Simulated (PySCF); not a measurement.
## Partial charges of `CCC(C)C`

Species: C₅H₁₂.
Structure used (PBE0-D3(BJ)/def2-TZVP), in Å, numbered top down from 1:
```xyz
17
C5H12 angstrom
C      1.8563   -0.8599    0.3532
C      0.8064    0.2000    0.6398
C     -0.2949    0.3066   -0.4125
C     -1.1275   -0.9643   -0.5040
C     -1.1852    1.5077   -0.1300
H      2.3253   -0.6934   -0.6210
H      1.4300   -1.8653    0.3475
H      2.6466   -0.8454    1.1071
H      1.2968    1.1759    0.7283
H      0.3414    0.0061    1.6148
H      0.1914    0.4644   -1.3850
H     -0.5253   -1.8322   -0.7795
H     -1.9179   -0.8612   -1.2518
H     -1.6061   -1.1797    0.4570
H     -1.6787    1.4015    0.8416
H     -0.6081    2.4358   -0.1093
H     -1.9660    1.6127   -0.8875
```

Density: PBE0/pcSseg-2 (PySCF); schemes: Mulliken, IAO, Hirshfeld and ESP-fitted. Isolated species at its PBE0-D3(BJ)/def2-TZVP geometry (one conformer only).

Problem. Atoms with like bonding are taken together and averaged. For which atoms does the sign change between the 4 schemes (beyond +0.03 e in one, beyond −0.03 e in another)?

Solution. C3 and H11.

Problem. Do the Mulliken, IAO, Hirshfeld and ESP-fitted schemes agree on where the charge is lowest?

Solution. The schemes don't all agree: Mulliken C2 (-0.060); IAO C1 (-0.428); Hirshfeld C4/C5 (-0.126); ESP-fitted C4/C5 (-0.629).

Problem. What partial charge does each atom carry?

Solution. In e; atoms taken as equivalent share a row and are averaged (×n: the atom named and its like, n in all):

| atom | environment | Mulliken | IAO | Hirshfeld | ESP-fitted |
| --- | --- | --- | --- | --- | --- |
| C1 | methyl carbon | -0.044 | -0.428 | -0.125 | -0.365 |
| C2 | chain CH2 carbon | -0.060 | -0.252 | -0.074 | +0.008 |
| C3 | sp3 CH carbon | -0.048 | -0.088 | -0.027 | +0.496 |
| C4/C5 | methyl carbon | -0.058 | -0.427 | -0.126 | -0.629 |
| H6/H7/H8 | methyl hydrogen | +0.025 | +0.140 | +0.041 | +0.089 |
| H9/H10 | methylene hydrogen | +0.017 | +0.128 | +0.038 | +0.015 |
| H11 | methine hydrogen | +0.009 | +0.123 | +0.038 | -0.033 |
| H12 (×6) | methyl hydrogen | +0.025 | +0.137 | +0.040 | +0.143 |

Mean size of the charges over all atoms: ESP-fitted 0.195 e, IAO 0.191 e, Hirshfeld 0.056 e, Mulliken 0.032 e. Each set sums to the total charge, 0, to within 0.001 e. The Hirshfeld scheme weights the molecular density at each point by an atom's share of the summed free-atom densities.

Some averages cover members that differ in this geometry: C4/C5, ESP-fitted -0.715 to -0.544; H12 (×6), ESP-fitted +0.116 to +0.178 e.

Problem. How closely do the schemes follow one another over all atoms?

Solution. Correlation coefficient and root-mean-square difference: IAO with Hirshfeld 1.00, 0.157 e; Mulliken with Hirshfeld 0.93, 0.035 e; Mulliken with IAO 0.93, 0.189 e; IAO with ESP-fitted 0.76, 0.183 e; Hirshfeld with ESP-fitted 0.76, 0.235 e; Mulliken with ESP-fitted 0.55, 0.263 e.

Problem. How many electrons does the IAO scheme count on C1?

Solution. Z − q = 6 − (-0.428) = 6.428.

These values come from a run that also computed NMR shieldings. The run took 38 s wall on one thread, Intel Xeon 6975P-C (x86_64), no GPU, on a shared host, and the process peaked at 1.4 GiB of memory.
